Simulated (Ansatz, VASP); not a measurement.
# KBr: VASP beside Ansatz, part 2 of 2

Aim: how closely do two programs agree when they are given the same cell, functional and k mesh? The cell is taken from a series of VASP runs on this material, whose earlier steps may have relaxed, scaled or displaced it; both programs get it as it stands.

VASP 6.6.1 and Ansatz 0.2.0.

So far. Step 3 (VASP: band structure, LDA): The run ends at a pressure of -1.57 GPa.

## (6) VASP: band structure, PBE

Level of this step: PBE; plane waves and PAW (Br, K_sv) (VASP).

The same cell, functional, mesh and smearing now go to VASP, with its own data sets and cutoff.

INCAR reads:

```
SYSTEM = KBr
PREC = Accurate
ENCUT = 350
EDIFF = 1E-06
NELM = 100
ISMEAR = 0
SIGMA = 0.03
LREAL = .FALSE.
ALGO = Normal
GGA = PE
NBANDS = 20
LORBIT = 11
LWAVE = .FALSE.
LCHARG = .FALSE.
KPAR = 4
LASPH = .TRUE.
```

POSCAR reads:

```
KBr
1.0
    0.0000000000      3.2923500000      3.2923500000
    3.2923500000      0.0000000000      3.2923500000
    3.2923500000      3.2923500000      0.0000000000
Br K
1 1
Direct
    0.5000000000      0.5000000000      0.5000000000
    0.0000000000      0.0000000000      0.0000000000
```

KPOINTS reads:

```
Automatic mesh
0
Gamma
6 6 6
0 0 0
```

KPOINTS_OPT reads:

```
Line mode
10
Line-mode
Reciprocal
  0.00000000   0.00000000   0.00000000 GAMMA
  0.50000000   0.00000000   0.50000000 X

  0.50000000   0.00000000   0.50000000 X
  0.50000000   0.25000000   0.75000000 W

  0.50000000   0.25000000   0.75000000 W
  0.37500000   0.37500000   0.75000000 K

  0.37500000   0.37500000   0.75000000 K
  0.00000000   0.00000000   0.00000000 GAMMA

  0.00000000   0.00000000   0.00000000 GAMMA
  0.50000000   0.50000000   0.50000000 L

  0.50000000   0.50000000   0.50000000 L
  0.62500000   0.25000000   0.62500000 U

  0.62500000   0.25000000   0.62500000 U
  0.50000000   0.25000000   0.75000000 W

  0.50000000   0.25000000   0.75000000 W
  0.50000000   0.50000000   0.50000000 L

  0.50000000   0.50000000   0.50000000 L
  0.37500000   0.37500000   0.75000000 K

  0.62500000   0.25000000   0.62500000 U
  0.50000000   0.00000000   0.50000000 X
```

The projector-augmented-wave data sets are Br and K_sv (PBE family, release 64).

The run is started by

```console
$ mpirun -np 4 vasp_std
```

Numbers of over 12 decimals in the logs are rounded to 6 here.

Output:

```text
[banner, memory and clock lines left out]
running    4 mpi-ranks, on    1 nodes
[...]
LDA part: xc-table for (Slater+PW92), standard interpolation
 POSCAR, INCAR and KPOINTS ok, starting setup
[...]
entering main loop
       N       E                     dE             d eps       ncg     rms          rms(c)
DAV:   1     0.785209797949E+02    0.78521E+02   -0.52877E+03   640   0.521E+02
DAV:   2    -0.206819620312E+01   -0.80589E+02   -0.75949E+02   844   0.164E+02
DAV:   3    -0.621014379394E+01   -0.41419E+01   -0.41214E+01   816   0.317E+01
DAV:   4    -0.638193418697E+01   -0.17179E+00   -0.17164E+00   968   0.543E+00
[...]
DAV:  11    -0.621172496956E+01   -0.28880E-04   -0.33306E-05   736   0.268E-02    0.683E-03
DAV:  12    -0.621172619956E+01   -0.12300E-05   -0.23061E-06   724   0.752E-03    0.589E-04
DAV:  13    -0.621172624598E+01   -0.46426E-07   -0.36452E-08   568   0.977E-04
   1 F= -.62117262E+01 E0= -.62117262E+01  d E =-.325266E-12
 Start KPOINTS_OPT (optional k-point list driver)
k-point batch [1-16\100]
       N       E                     dE             ncg
DAV:   1    -0.150100124519E+04   -0.61147E+04      640
DAV:   2    -0.276755315895E+04   -0.12666E+04      820
DAV:   3    -0.283305773975E+04   -0.65505E+02      820
DAV:   4    -0.283565179417E+04   -0.25941E+01      964
DAV:   5    -0.283567061607E+04   -0.18822E-01      788
DAV:   6    -0.283567106588E+04   -0.44982E-03      952
DAV:   7    -0.283567106777E+04   -0.18818E-05      748
DAV:   8    -0.283567106779E+04   -0.26887E-07      532
[...]
k-point batch [97-100\100]
       N       E                     dE             ncg
DAV:   1     0.421658480853E+04   -0.20488E+04      160
DAV:   2     0.389638793076E+04   -0.32020E+03      212
DAV:   3     0.388105760868E+04   -0.15330E+02      200
DAV:   4     0.388063336793E+04   -0.42424E+00      236
DAV:   5     0.388063043086E+04   -0.29371E-02      184
DAV:   6     0.388063036864E+04   -0.62221E-04      232
DAV:   7     0.388063036840E+04   -0.24266E-06      180
```

Parts of OUTCAR (step 6):

```text
  Total        0.3610670      0.3610670      0.3610670     -0.0000000      0.0000000      0.0000000
  in kB        8.1049502      8.1049502      8.1049502     -0.0000000      0.0000000      0.0000000
  external PRESSURE =       8.1049502 kB  Pullay stress =       0.0000000 kB

 POSITION                                       TOTAL-FORCE (eV/Angst)
 -----------------------------------------------------------------------------------
      3.29235      3.29235      3.29235        -0.000000      0.000000     -0.000000
      0.00000      0.00000      0.00000         0.000000     -0.000000      0.000000
 -----------------------------------------------------------------------------------
    total drift:                                0.000000      0.000000      0.000000

  FREE ENERGIE OF THE ION-ELECTRON SYSTEM (eV)
  ---------------------------------------------------
  free  energy   TOTEN  =        -6.2117262460 eV

  energy  without entropy=       -6.2117262460  energy(sigma->0) =       -6.21172625

[... 2 parts as in an earlier step ...]

[... 1 further part left out ...]
[key lines of the parts left out:]
E-fermi :  -1.5763
```

The run ends at a pressure of 0.81 GPa.

## (7) Side by side

The two programs side by side:

| quantity | Ansatz | VASP | difference |
| --- | --- | --- | --- |
| pressure (GPa) | 0.84 | 0.81 | +0.03 |
| gap over the path points (eV) | 4.454 | 4.453 | +0.001 |

Levels at points of the path, from each program's valence-band top (eV; 3 filled, then empty):

| k (reciprocal lattice) | Ansatz | VASP |
| --- | --- | --- |
| 0.000 0.000 0.000 | 0.00 0.00 0.00 4.45 7.61 7.61 | 0.00 0.00 0.00 4.45 7.61 7.61 |
| 0.167 0.000 0.167 | -0.46 -0.09 -0.09 5.26 6.98 8.29 | -0.46 -0.09 -0.09 5.25 6.98 8.29 |
| 0.333 0.000 0.333 | -0.83 -0.23 -0.23 6.17 6.58 9.09 | -0.83 -0.23 -0.23 6.16 6.58 9.10 |
| 0.500 0.000 0.500 | -0.82 -0.29 -0.29 5.86 7.23 9.36 | -0.82 -0.29 -0.29 5.86 7.22 9.38 |
| 0.500 0.083 0.583 | -0.79 -0.35 -0.33 6.05 7.45 9.15 | -0.79 -0.35 -0.34 6.05 7.45 9.15 |
| 0.500 0.194 0.694 | -0.68 -0.52 -0.50 6.84 8.00 8.12 | -0.68 -0.52 -0.50 6.84 8.01 8.11 |
| 0.500 0.250 0.750 | -0.59 -0.59 -0.54 7.39 7.39 8.29 | -0.59 -0.59 -0.54 7.39 7.39 8.29 |
| 0.458 0.292 0.750 | -0.65 -0.61 -0.46 6.98 7.85 8.24 | -0.65 -0.61 -0.46 6.98 7.85 8.24 |
| 0.403 0.347 0.750 | -0.69 -0.64 -0.35 6.64 8.20 8.39 | -0.70 -0.64 -0.35 6.64 8.19 8.39 |
| 0.375 0.375 0.750 | -0.70 -0.65 -0.34 6.59 8.19 8.48 | -0.70 -0.65 -0.34 6.59 8.19 8.49 |

Among the levels compared at these points, filled levels agree within 1 meV and empty ones within 25 meV. Ansatz's pressure holds a Pulay correction of 0.01 GPa; VASP's holds none.

## (8) VASP: dielectric response, LDA

The response to a field tests empty states and converges slowly with the mesh.

INCAR reads:

```
SYSTEM = KBr
PREC = Accurate
ENCUT = 350
EDIFF = 1E-08
NELM = 100
ISMEAR = 0
SIGMA = 0.01
LREAL = .FALSE.
ALGO = Normal
GGA = CA
NBANDS = 14
LORBIT = 11
LWAVE = .FALSE.
LCHARG = .FALSE.
KPAR = 4
LEPSILON = .TRUE.
LPEAD = .TRUE.
```

POSCAR is that of step 6.

KPOINTS reads:

```
Automatic mesh
0
Gamma
8 8 8
0 0 0
```

The projector-augmented-wave data sets are Br and K_sv (LDA family, release 64).

The run is started by

```console
$ mpirun -np 4 vasp_std
```

Output:

```text
[... set-up lines as in an earlier step ...]
 entering main loop
       N       E                     dE             d eps       ncg     rms          rms(c)
DAV:   1     0.782251650197E+02    0.78225E+02   -0.55140E+03   812   0.741E+02
DAV:   2    -0.230625083311E+01   -0.80531E+02   -0.75256E+02  1082   0.214E+02
DAV:   3    -0.682527016101E+01   -0.45190E+01   -0.45024E+01  1096   0.445E+01
DAV:   4    -0.698907826252E+01   -0.16381E+00   -0.16376E+00  1238   0.827E+00
[...]
DAV:  12    -0.680209290287E+01   -0.36389E-06   -0.36707E-07   940   0.534E-03    0.106E-03
DAV:  13    -0.680209293232E+01   -0.29449E-07   -0.20058E-08  1108   0.835E-04    0.457E-04
DAV:  14    -0.680209293557E+01   -0.32583E-08   -0.43819E-09   658   0.645E-04
   1 F= -.68020929E+01 E0= -.68020929E+01  d E =-.158764-103
 Linear response reoptimize wavefunctions to high precision
DAV:   1    -0.680209293577E+01   -0.20054E-09   -0.91137E-10   742   0.248E-04
DAV:   2    -0.680209293574E+01    0.32287E-10   -0.11498E-10   532   0.802E-05
 Linear response to external field (no local field effect), progress :
[...]
RMM:  17    -0.357241121676E+00    0.25374E-07    0.18419E-07  1942   0.449E-05    0.134E-05
RMM:  18    -0.357241082047E+00    0.39628E-07    0.91397E-08  1809   0.441E-05    0.587E-06
 change of polarisation eV/A/(eV/A) component  2 :     0.052     0.645    -0.018
 dielectric tensor                  component  2 :     0.132     2.635    -0.045
 Linear response to external field, progress :
  Direction:   3
       N       E                     dE             d eps       ncg     rms          rms(c)
RMM:   1    -0.367687019709E+00   -0.36769E+00   -0.83303E-01  1664   0.338E+00
RMM:   2    -0.383774223562E+00   -0.16087E-01   -0.42695E-02  1886   0.859E-01    0.139E+00
RMM:   3    -0.339512857852E+00    0.44261E-01   -0.76514E-02  2578   0.127E+00    0.645E-01
RMM:   4    -0.345756361904E+00   -0.62435E-02   -0.49790E-02  3448   0.963E-01    0.168E-01
[...]
RMM:  16    -0.357243695746E+00   -0.10157E-06    0.62391E-08  2435   0.660E-05    0.136E-05
RMM:  17    -0.357243682518E+00    0.13228E-07    0.15680E-07  2000   0.473E-05    0.133E-05
RMM:  18    -0.357243667104E+00    0.15414E-07    0.62165E-08  1691   0.417E-05    0.684E-06
 change of polarisation eV/A/(eV/A) component  3 :    -0.001     0.028     0.645
 dielectric tensor                  component  3 :    -0.002     0.070     2.635
 Born effective charges drift removed
```

From OUTCAR (step 8):

```text
  Total       -0.7000551     -0.7000551     -0.7000551      0.0000000     -0.0000000      0.0000000
  in kB      -15.7142931    -15.7142931    -15.7142931      0.0000000     -0.0000000      0.0000000
  external PRESSURE =     -15.7142931 kB  Pullay stress =       0.0000000 kB

 POSITION                                       TOTAL-FORCE (eV/Angst)
 -----------------------------------------------------------------------------------
      3.29235      3.29235      3.29235         0.000000     -0.000000     -0.000000
      0.00000      0.00000      0.00000        -0.000000      0.000000      0.000000
 -----------------------------------------------------------------------------------
    total drift:                                0.000000      0.000000      0.000000

 MACROSCOPIC STATIC DIELECTRIC TENSOR (including local field effects in DFT)
 ------------------------------------------------------
           2.635155    -0.000000     0.000000
          -0.000000     2.635155     0.000000
           0.000000    -0.000000     2.635155
 ------------------------------------------------------

[... 1 part as in an earlier step ...]

[... 1 further part left out ...]
```

## (9) Ansatz: dielectric response, LDA

The same cell, functional (in two slightly different forms) and mesh now go to Ansatz, which takes its cutoff from its data sets.

The cell is taken from a series of VASP runs on this material, whose earlier steps may have relaxed, scaled or displaced it; both programs get it as it stands.

input.yaml reads:

```yaml
crystal:
  lattice:
    - [0.0, 3.29235, 3.29235]
    - [3.29235, 0.0, 3.29235]
    - [3.29235, 3.29235, 0.0]
  atoms:
    - { symbol: Br, position: [0.5, 0.5, 0.5] }
    - { symbol: K, position: [0.0, 0.0, 0.0] }
hamiltonian:
  xc: lda
  pseudopotentials: { kind: paw }
kpoints:
  mp_grid: { grid: [8, 8, 8] }
scf:
  occupations: { method: fixed }
dielectric:
  method: response
```

The run is started by

```console
$ ansatz run input.yaml --threads 2 --pin off --max-ram 4608MiB --backend cpu --events-out ev --progress --plain --runs-dir out
```

Output:

```text
[...]
Crystal: 2 atoms, lattice volume = 71.375 Å³
Basis set: ecut = 420 eV, 1411 PW (Γ), exchange–correlation on 64×64×64 points (8 copies of the dense FFT grid, shifted against one another)
Bands: 12, of which v1, the nominal top of the filled ones, is band 8 counted from 1 (7 counted from 0)
Symmetry: 48 space group operations
k-points: 59 of 512 (irreducible under 8 space group operations, time reversal used)
[...]
Born effective charges Z* (e; rows j = field, columns β = displacement):
    site 0:
        -1.12381    0.00000    0.00000
         0.00000   -1.12381    0.00000
         0.00000    0.00000   -1.12381
    site 1:
         1.12381   -0.00000    0.00000
        -0.00000    1.12381   -0.00000
        -0.00000   -0.00000    1.12381
  Z* charge neutrality: 3.536e-5 e pre-enforcement
  k-mesh period / interband length: 37.2 Å / 1.50 Å = 24.80 at k = (0.0000, 0.0000, 0.0000), direct gap 4.048 eV — 14 or more, which is no proof of convergence
[key lines of the parts left out:]
SCF converged after 8 iterations
Free energy (F): -4193.601841 eV
Fermi energy:    0.834384 eV
```

The job ended after 13 s (2 threads of Arm Neoverse N1, shared host; peak memory 0.4 GiB).

## (10) Side by side

Compared:

| quantity | Ansatz | VASP | difference |
| --- | --- | --- | --- |
| ε∞ xx | 2.63 | 2.64 | -0.05 % |
| ε∞ yy | 2.63 | 2.64 | -0.05 % |
| ε∞ zz | 2.63 | 2.64 | -0.05 % |
| Born charge of Br1 (mean of the diagonal) (e) | -1.12 | -1.12 | 0.00 |
| Born charge of K2 (mean of the diagonal) (e) | 1.12 | 1.12 | 0.00 |

## (11) Outcome

```
difference in gap over the path points (band structure, LDA) : -0.0087 eV
difference in gap over the path points (band structure, PBE) : 0.0014 eV
difference in ε∞ xx (dielectric response, LDA)               : -0.052 %
```

What this shows: The difference in gap over the path points is -0.0087 eV (band structure, LDA), within the 0.08 eV picked in this series as the mark of a large difference. 3 further runs of this series are not shown here. How closely two codes agree says nothing of how well the functional describes the real material.

[Lines on the potential files, build, host, timing and source positions are cut from VASP's logs without a mark.]

[Logs are printed without paths, hosts, clocks, repeated set-up lines and the standing remarks that a program may print on its own settings, such as how far it seeks lower states.]

[Hosts, paths, dates, database ids (printed as entryN), source tags and the programs' standing remarks are cut or masked in the printed files.]
